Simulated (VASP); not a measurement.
SnO2:

```xyz
12
Lattice="4.7351 0.0000 0.0000 0.0000 5.7509 0.0000 0.0000 0.0000 5.2471" Properties=species:S:1:pos:R:3 pbc="T T T"
Sn    2.3676    3.8269    3.9353
Sn    0.0000    4.7994    1.3118
Sn    2.3676    1.9240    1.3118
Sn    0.0000    0.9515    3.9353
O     3.4581    3.4915    0.4124
O     1.0905    5.1349    4.8347
O     3.6446    5.1349    3.0360
O     1.2770    3.4915    2.2111
O     3.4581    2.2594    3.0360
O     1.0905    0.6161    2.2111
O     3.6446    0.6161    0.4124
O     1.2770    2.2594    4.8347
```

Measurements of this composition are mostly on another form, of space group No. 136.

```yaml
Program: VASP 6.6.1
Task: relaxation of cell and atoms
Functional: LDA
Potentials_or_basis: VASP PAW LDA potentials, release 64 (Sn_d, O)
Cutoff: 600 eV
k_mesh: 6 × 6 × 6
Occupations: gaussian, width 0.03 eV
Spin: no spin polarisation
```

At the start: pressure -4.0 GPa; volume 11.91 Å³/atom.

Question: Where does the relaxation end?

Answer: Over 11 steps the energy falls by 3.2 meV/atom and the volume is 11.66 Å³/atom (-2.1 %); space group Pbcn (No. 60, to 0.05 Å).

Step by step:
| step | energy change (eV) | largest force (eV/Å) | pressure (GPa) | volume (Å³) |
| --- | --- | --- | --- | --- |
| 1 | 0.0000 | 0.0711 | -4.00 | 142.89 |
| 2 | 0.0251 | 0.1930 | 5.66 | 136.83 |
| 3 | -0.0343 | 0.0603 | -0.03 | 140.23 |
| 4 | -0.0343 | 0.0633 | 0.04 | 140.17 |
| 5 | -0.0356 | 0.0475 | 0.06 | 140.08 |
| 6 | -0.0359 | 0.0588 | 0.09 | 140.02 |
| 7 | -0.0368 | 0.0289 | -0.04 | 140.07 |
| 8 | -0.0371 | 0.0224 | -0.14 | 140.11 |
| 9 | -0.0377 | 0.0210 | 0.08 | 139.94 |
| 10 | -0.0379 | 0.0208 | 0.25 | 139.80 |
| 11 | -0.0381 | 0.0064 | 0.03 | 139.90 |

Final structure:
```
CELL_PARAMETERS angstrom
4.70514 0.00000 0.00000
0.00000 5.70495 0.00000
0.00000 0.00000 5.21199
ATOMIC_POSITIONS crystal
Sn 0.50000 0.66722 0.75000
Sn 0.00000 0.83278 0.25000
Sn 0.50000 0.33278 0.25000
Sn 0.00000 0.16722 0.75000
O 0.73117 0.60490 0.07769
O 0.23117 0.89510 0.92231
O 0.76883 0.89510 0.57769
O 0.26883 0.60490 0.42231
O 0.73117 0.39510 0.57769
O 0.23117 0.10490 0.42231
O 0.76883 0.10490 0.07769
O 0.26883 0.39510 0.92231
```
